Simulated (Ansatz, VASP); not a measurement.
**Nb in VASP and in Ansatz**

The input INCAR:

```
ALGO = Normal ; EDIFF = 1E-6
ENCUT = 520 ; GGA = RE
ISIF = 2 ; ISMEAR = -1
LASPH = True ; LCHARG = False
LREAL = False ; LWAVE = False
NBANDS = 12 ; NELM = 100
PREC = Accurate ; SIGMA = 0.1
```

Contents of KPOINTS:

```
k-points
0
Gamma
  14 14 14
```

POSCAR

```
Nb
1.0
    0.0000000000      2.0307562094      2.0307562094
    2.0307562094      0.0000000000      2.0307562094
    2.0307562094      2.0307562094      0.0000000000
Nb
1
Direct
    0.0000000000      0.0000000000      0.0000000000
```

Input for Ansatz:

```yaml
crystal:
  lattice:
    - [0.0, 2.0307562094, 2.0307562094]
    - [2.0307562094, 0.0, 2.0307562094]
    - [2.0307562094, 2.0307562094, 0.0]
  atoms:
    - { symbol: Nb, position: [0.0, 0.0, 0.0] }
hamiltonian:
  xc: revpbe
  pseudopotentials:
    kind: paw
    azcp:
      Nb: "pseudopotentials/Nb.paw.azcp"
basis:
  ecutwfc: 420
  fft_grid_basis: typed
kpoints:
  mp_grid: { grid: [14, 14, 14], shift: [0, 0, 0] }
magnetization:
  spin_polarized: false
scf:
  occupations: { method: fermi_dirac, width: 0.1 }
  lower_state_search: "off"
output:
  stress: true
```

Alike in both runs: task single point; functional revPBE; k mesh 14 × 14 × 14; occupations fermi-dirac, width 0.1 eV; no spin polarisation.

|  | VASP | Ansatz |
| --- | --- | --- |
| version | VASP 6.6.1 | Ansatz 0.2.0 |
| potentials or method | VASP PAW PBE potentials, release 64 (Nb_sv) | plane waves (420 eV) with PAW, scalar-relativistic |
| plane-wave cutoff (eV) | 520 | 420 |
| valence electrons in the cell | 13 | 13 |

Ansatz gave:

| Quantity | Value |
| --- | --- |
| pressure (GPa) | 25.1 |

Q: Which values does VASP return?

A: Pressure (GPa): 24.7.

With one functional, cell and mesh, what is left measures potentials, basis and numerics.

Caveats: so large a pressure means that the cell lies far from this level's equilibrium, or that cutoff or potentials fall short (VASP); the potentials were made for another functional, which shifts forces and pressure (VASP).
